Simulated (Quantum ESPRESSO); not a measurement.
# HfO2 (Fm-3m) in Quantum ESPRESSO: notebook, part 4 of 4

Quantum ESPRESSO 7.5.

## (5) Phonons and Raman activities, PBE

Input file pw.in:

```
&CONTROL
  calculation = 'scf'
  prefix = 'pwscf'
  outdir = './tmp'
  pseudo_dir = './pseudo'
  tprnfor = .true.
  tstress = .true.
  disk_io = 'low'
/
&SYSTEM
  ibrav = 0
  nat = 3
  ntyp = 2
  ecutwfc = 36
  ecutrho = 216
  nbnd = 19
  occupations = 'smearing'
  smearing = 'fd'
  degauss = 0.00367493
/
&ELECTRONS
  conv_thr = 6d-10
  electron_maxstep = 120
  mixing_beta = 0.5
/
ATOMIC_SPECIES
Hf   178.4900 Hf.GGA_PBE-JTH.UPF
O     15.9990 O.GGA_PBE-JTH.UPF
CELL_PARAMETERS angstrom
   0.0000000000    2.5575000000    2.5575000000
   2.5575000000    0.0000000000    2.5575000000
   2.5575000000    2.5575000000    0.0000000000
ATOMIC_POSITIONS crystal
Hf     0.0000000000    0.0000000000    0.0000000000
O      0.7500000000    0.7500000000    0.7500000000
O      0.2500000000    0.2500000000    0.2500000000
K_POINTS automatic
4 4 4 1 1 1
```

Input file relax.in:

```
&CONTROL
  calculation = 'vc-relax'
  prefix = 'pwscf'
  outdir = './tmp'
  pseudo_dir = './pseudo'
  tprnfor = .true.
  tstress = .true.
  disk_io = 'low'
  nstep = 40
  forc_conv_thr = 0.0001
  etot_conv_thr = 1d-06
/
&SYSTEM
  ibrav = 0
  nat = 3
  ntyp = 2
  ecutwfc = 36
  ecutrho = 216
  nbnd = 19
  occupations = 'smearing'
  smearing = 'fd'
  degauss = 0.00367493
/
&ELECTRONS
  conv_thr = 6d-10
  electron_maxstep = 120
  mixing_beta = 0.5
/
&IONS
  ion_dynamics = 'bfgs'
/
&CELL
  cell_dynamics = 'bfgs'
  press = 0
  press_conv_thr = 0.2
/
ATOMIC_SPECIES
Hf   178.4900 Hf.GGA_PBE-JTH.UPF
O     15.9990 O.GGA_PBE-JTH.UPF
CELL_PARAMETERS angstrom
   0.0000000000    2.5575000000    2.5575000000
   2.5575000000    0.0000000000    2.5575000000
   2.5575000000    2.5575000000    0.0000000000
ATOMIC_POSITIONS crystal
Hf     0.0000000000    0.0000000000    0.0000000000
O      0.7500000000    0.7500000000    0.7500000000
O      0.2500000000    0.2500000000    0.2500000000
K_POINTS automatic
4 4 4 1 1 1
```

Input file scf2.in:

```
&CONTROL
  calculation = 'scf'
  prefix = 'pwscf'
  outdir = './tmp'
  pseudo_dir = './pseudo'
  tprnfor = .true.
  tstress = .true.
  disk_io = 'low'
/
&SYSTEM
  ibrav = 0
  nat = 3
  ntyp = 2
  ecutwfc = 36
  ecutrho = 216
  nbnd = 19
  occupations = 'fixed'
/
&ELECTRONS
  conv_thr = 1d-13
  electron_maxstep = 120
  mixing_beta = 0.5
  startingpot = 'file'
  startingwfc = 'file'
/
ATOMIC_SPECIES
Hf   178.4900 Hf.GGA_PBE-JTH.UPF
O     15.9990 O.GGA_PBE-JTH.UPF
CELL_PARAMETERS angstrom
   0.0000000000    2.5309787413    2.5309787413
   2.5309787413    0.0000000000    2.5309787413
   2.5309787413    2.5309787413    0.0000000000
ATOMIC_POSITIONS crystal
Hf     0.0000000000    0.0000000000    0.0000000000
O      0.7500000000    0.7500000000    0.7500000000
O      0.2500000000    0.2500000000    0.2500000000
K_POINTS automatic
4 4 4 1 1 1
```

Input file ph.in:

```
raman of HfO2
&INPUTPH
  prefix = 'pwscf'
  outdir = './tmp'
  tr2_ph = 1d-16
  fildyn = 'dyn'
  niter_ph = 60
  alpha_mix(1) = 0.7
  epsil = .true.
/
0.0000000000 0.0000000000 0.0000000000
```

Input file dynmat.in:

```
&INPUT
  fildyn = 'dyn'
  asr = 'crystal'
  lperm = .true.
  filout = 'dynmat.disp'
  fileig = 'dynmat.eig'
/
```

Input file dynmat_lo.in:

```
&INPUT
  fildyn = 'dyn'
  asr = 'crystal'
  filout = 'dynmat_lo.disp'
  fileig = 'dynmat_lo.eig'
  q(1) = 0
  q(2) = 0
  q(3) = 1
/
```

Input file scf_1x+.in:

```
&CONTROL
  calculation = 'scf'
  prefix = 'pwscf'
  outdir = './tmp'
  pseudo_dir = './pseudo'
  tprnfor = .true.
  disk_io = 'low'
/
&SYSTEM
  ibrav = 0
  nat = 3
  ntyp = 2
  ecutwfc = 36
  ecutrho = 216
  nbnd = 19
  occupations = 'fixed'
/
&ELECTRONS
  conv_thr = 1d-12
  electron_maxstep = 120
  mixing_beta = 0.5
/
ATOMIC_SPECIES
Hf   178.4900 Hf.GGA_PBE-JTH.UPF
O     15.9990 O.GGA_PBE-JTH.UPF
CELL_PARAMETERS angstrom
   0.0000000000    2.5309787413    2.5309787413
   2.5309787413    0.0000000000    2.5309787413
   2.5309787413    2.5309787413    0.0000000000
ATOMIC_POSITIONS crystal
Hf    -0.0029632805    0.0029632805    0.0029632805
O      0.7500000000    0.7500000000    0.7500000000
O      0.2500000000    0.2500000000    0.2500000000
K_POINTS automatic
4 4 4 1 1 1
```

Input file eps_1x+.in:

```
dielectric tensor, atom 1 moved
&INPUTPH
  prefix = 'pwscf'
  outdir = './tmp'
  tr2_ph = 1d-15
  epsil = .true.
  trans = .false.
  zeu = .false.
/
0.0 0.0 0.0
```

Input file scf_1x-.in:

```
&CONTROL
  calculation = 'scf'
  prefix = 'pwscf'
  outdir = './tmp'
  pseudo_dir = './pseudo'
  tprnfor = .true.
  disk_io = 'low'
/
&SYSTEM
  ibrav = 0
  nat = 3
  ntyp = 2
  ecutwfc = 36
  ecutrho = 216
  nbnd = 19
  occupations = 'fixed'
/
&ELECTRONS
  conv_thr = 1d-12
  electron_maxstep = 120
  mixing_beta = 0.5
/
ATOMIC_SPECIES
Hf   178.4900 Hf.GGA_PBE-JTH.UPF
O     15.9990 O.GGA_PBE-JTH.UPF
CELL_PARAMETERS angstrom
   0.0000000000    2.5309787413    2.5309787413
   2.5309787413    0.0000000000    2.5309787413
   2.5309787413    2.5309787413    0.0000000000
ATOMIC_POSITIONS crystal
Hf     0.0029632805   -0.0029632805   -0.0029632805
O      0.7500000000    0.7500000000    0.7500000000
O      0.2500000000    0.2500000000    0.2500000000
K_POINTS automatic
4 4 4 1 1 1
```

Input file eps_1x-.in:

```
dielectric tensor, atom 1 moved
&INPUTPH
  prefix = 'pwscf'
  outdir = './tmp'
  tr2_ph = 1d-15
  epsil = .true.
  trans = .false.
  zeu = .false.
/
0.0 0.0 0.0
```

Potentials or basis: JTH 2.0 PBE.

Run with:

```
> OMP_NUM_THREADS=1 pw.x -in pw.in > pw.out
> OMP_NUM_THREADS=1 pw.x -in relax.in > relax.out
> OMP_NUM_THREADS=1 pw.x -in scf2.in > scf2.out
> OMP_NUM_THREADS=1 ph.x -in ph.in > ph.out
> OMP_NUM_THREADS=1 dynmat.x -in dynmat.in > dynmat.out
> OMP_NUM_THREADS=1 dynmat.x -in dynmat_lo.in > dynmat_lo.out
> OMP_NUM_THREADS=1 pw.x -in scf_1x+.in > scf_1x+.out
> OMP_NUM_THREADS=1 ph.x -in eps_1x+.in > eps_1x+.out
> OMP_NUM_THREADS=1 pw.x -in scf_1x-.in > scf_1x-.out
> OMP_NUM_THREADS=1 ph.x -in eps_1x-.in > eps_1x-.out
> OMP_NUM_THREADS=1 pw.x -in scf_1y+.in > scf_1y+.out
> OMP_NUM_THREADS=1 ph.x -in eps_1y+.in > eps_1y+.out
> OMP_NUM_THREADS=1 pw.x -in scf_1y-.in > scf_1y-.out
> OMP_NUM_THREADS=1 ph.x -in eps_1y-.in > eps_1y-.out
> OMP_NUM_THREADS=1 pw.x -in scf_1z+.in > scf_1z+.out
> OMP_NUM_THREADS=1 ph.x -in eps_1z+.in > eps_1z+.out
> OMP_NUM_THREADS=1 pw.x -in scf_1z-.in > scf_1z-.out
> OMP_NUM_THREADS=1 ph.x -in eps_1z-.in > eps_1z-.out
> OMP_NUM_THREADS=1 pw.x -in scf_2x+.in > scf_2x+.out
> OMP_NUM_THREADS=1 ph.x -in eps_2x+.in > eps_2x+.out
> OMP_NUM_THREADS=1 pw.x -in scf_2x-.in > scf_2x-.out
> OMP_NUM_THREADS=1 ph.x -in eps_2x-.in > eps_2x-.out
> OMP_NUM_THREADS=1 pw.x -in scf_2y+.in > scf_2y+.out
> OMP_NUM_THREADS=1 ph.x -in eps_2y+.in > eps_2y+.out
> OMP_NUM_THREADS=1 pw.x -in scf_2y-.in > scf_2y-.out
> OMP_NUM_THREADS=1 ph.x -in eps_2y-.in > eps_2y-.out
> OMP_NUM_THREADS=1 pw.x -in scf_2z+.in > scf_2z+.out
> OMP_NUM_THREADS=1 ph.x -in eps_2z+.in > eps_2z+.out
> OMP_NUM_THREADS=1 pw.x -in scf_2z-.in > scf_2z-.out
> OMP_NUM_THREADS=1 ph.x -in eps_2z-.in > eps_2z-.out
```

pw.out:

```text
This program is part of the open-source Quantum ESPRESSO suite
     for quantum simulation of materials; please cite
         "P. Giannozzi et al., J. Phys.:Condens. Matter 21 395502 (2009);
         "P. Giannozzi et al., J. Phys.:Condens. Matter 29 465901 (2017);
         "P. Giannozzi et al., J. Chem. Phys. 152 154105 (2020);
     in publications or presentations arising from this work. More details at

     file Hf.GGA_PBE-JTH.UPF: wavefunction(s)  5S 5P 6P 5D 0D renormalized
     file O.GGA_PBE-JTH.UPF: wavefunction(s)  0S 2P 0P renormalized
     Message from routine setup:
     using ibrav=0 with symmetry is DISCOURAGED, use correct ibrav instead

     G-vector sticks info
     --------------------
     sticks:   dense  smooth     PW     G-vecs:    dense   smooth      PW
     Sum         685     463    151                12039     6615    1243

     Using Slab Decomposition

     bravais-lattice index     =            0
     lattice parameter (alat)  =       6.8349  a.u.
     unit-cell volume          =     225.7738 (a.u.)^3
     number of atoms/cell      =            3
     number of atomic types    =            2
     number of electrons       =        24.00
     number of Kohn-Sham states=           19
     kinetic-energy cutoff     =      36.0000  Ry
     charge density cutoff     =     216.0000  Ry
     scf convergence threshold =      6.0E-10
     mixing beta               =       0.5000
     number of iterations used =            8  plain     mixing
     Exchange-correlation= SLA PW PBX PBC
                           (   1   4   3   4   0   0   0)
[... 155 lines left out ...]

   -49.0475 -17.7493 -17.5740 -17.5294  -5.3541  -4.0796   7.5263   7.9960
     9.1352   9.4909  10.1519  11.4755  16.6177  17.1301  19.2048  20.6870
    21.6027  21.9456  24.6978

          k =-0.2652-0.2652 0.4419 (   825 PWs)   bands (ev):
[... 19 lines left out ...]
   -49.0408 -17.8142 -17.7040 -17.5982  -4.5637  -4.4093   6.8845   7.8379
     9.1805  10.1032  10.9974  11.7668  16.7429  17.3795  19.0668  19.5444
    20.4644  24.3125  25.6402

          k = 0.0884-0.2652 0.4419 (   819 PWs)   bands (ev):

   -49.0436 -17.8078 -17.6372 -17.5628  -4.8876  -4.3049   7.5627   8.0488
     8.6077  10.2012  10.4610  11.3283  16.6988  17.1860  19.2675  20.1227
    20.9664  22.8191  25.0120

          k =-0.6187 0.0884 0.0884 (   813 PWs)   bands (ev):

   -49.0408 -17.8758 -17.6343 -17.6027  -4.5798  -4.3972   6.2898   8.5825
     8.7376  10.7192  10.9012  11.9146  16.2619  17.5408  18.9606  19.9688
    20.3143  24.1027  26.2320

          k = 0.2652 0.2652 0.2652 (   826 PWs)   bands (ev):
[... 7 lines left out ...]
   -49.0420 -17.8089 -17.6947 -17.5681  -4.7407  -4.3293   7.2547   8.2493
     8.8393   9.7702  10.8995  11.3615  16.6055  17.4010  19.1303  19.8620
    20.8577  23.4494  25.0986

     the Fermi energy is    14.8123 ev

!    total energy              =    -780.01725857 Ry
     total all-electron energy =      -780.017259 Ry
     estimated scf accuracy    <          1.8E-11 Ry
     smearing contrib. (-TS)   =      -0.00000000 Ry
     internal energy E=F+TS    =    -780.01725857 Ry

     The total energy is F=E-TS. E is the sum of the following terms:
     one-electron contribution =     -24.45313539 Ry
     hartree contribution      =      26.87729360 Ry
     xc contribution           =     -40.81616931 Ry
     ewald contribution        =    -134.46672625 Ry
     one-center paw contrib.   =    -607.15852123 Ry

     convergence has been achieved in  10 iterations

     Forces acting on atoms (cartesian axes, Ry/au):

     atom    1 type  1   force =    -0.00000000   -0.00000000    0.00000000
     atom    2 type  2   force =     0.00000000   -0.00000000   -0.00000000
     atom    3 type  2   force =     0.00000000   -0.00000000   -0.00000000

     Total force =     0.000000     Total SCF correction =     0.000000

     Computing stress (Cartesian axis) and pressure

          total   stress  (Ry/bohr**3)                   (kbar)     P=      -79.09
  -0.00053765  -0.00000000  -0.00000000          -79.09       -0.00       -0.00
  -0.00000000  -0.00053765  -0.00000000           -0.00      -79.09       -0.00
  -0.00000000  -0.00000000  -0.00053765           -0.00       -0.00      -79.09

=------------------------------------------------------------------------------=
   JOB DONE.
=------------------------------------------------------------------------------=
```

Run time: 15 min. Hardware: 1 thread of Intel Xeon Platinum 8488C (Sapphire Rapids), shared host; peak memory 0.12 GiB.

What came out:

```
Free energy                                             : -10612.6906 eV
Electronic dielectric tensor (diagonal)                 : 5.19
Born charges (mean of the diagonal)                     : Hf +5.49; O -2.73 e
Highest phonon frequency at Γ, LO-TO splitting left out : 573 cm⁻¹
Static dielectric tensor (diagonal)                     : 40.48
```

Phonon frequencies in cm⁻¹ (negative: imaginary):
| q point | frequencies |
| --- | --- |
| (0.000, 0.000, 0.000) | -18 -18 -18 219 219 219 573 573 573 |

Electronic dielectric tensor:
```
5.19 0.00 0.00
0.00 5.19 0.00
0.00 0.00 5.19
```

Born effective charge tensors (e):
atom 1, Hf
```
5.49 0.00 0.00
0.00 5.49 0.00
0.00 0.00 5.49
```
atom 2, O
```
-2.73  0.00  0.00
 0.00 -2.73  0.00
 0.00  0.00 -2.73
```
atom 3, O
```
-2.73  0.00  0.00
 0.00 -2.73  0.00
 0.00  0.00 -2.73
```

Optical modes at Γ, degenerate ones joined, polar ones without the macroscopic field:
```csv
cm⁻¹,components,symmetry,active in,"IR intensity, summed ((D/Å)²/amu)"
218,3,T1u,IR,76.60
573,3,T2g,Raman,0.00
```

Zone-centre frequencies without and with the macroscopic field along z (cm⁻¹):
```tsv
	optical modes in rising order
without	218 218 218 573 573 573
with the field	218 218 573 573 573 609
```

Static dielectric tensor, electrons and zone-centre modes:
```
40.48  0.00  0.00
 0.00 40.48  0.00
 0.00  0.00 40.48
```

Non-resonant Raman activities from finite differences of the dielectric tensor, degenerate modes summed:
```tsv
cm⁻¹	modes	symmetry	activity (Å⁴/amu)
218	3	T1u	0.0
573	3	T2g	44.9
```

Volume times the derivative of the susceptibility by an atom's move (Å²), components over 0.05:
| atom | move | component | value |
| --- | --- | --- | --- |
| 2 O | x | yz | 2.39 |
| 2 O | y | xz | 2.39 |
| 2 O | z | xy | 2.39 |
| 3 O | x | yz | -2.39 |
| 3 O | y | xz | -2.39 |
| 3 O | z | xy | -2.39 |

Caveat: the k mesh is coarse; the cutoff is too short for stress, so the log's stress isn't used; the cutoff is low for these files, which shifts pressure and relaxed volume. Spin-orbit coupling is left out, which matters for the levels of Hf.
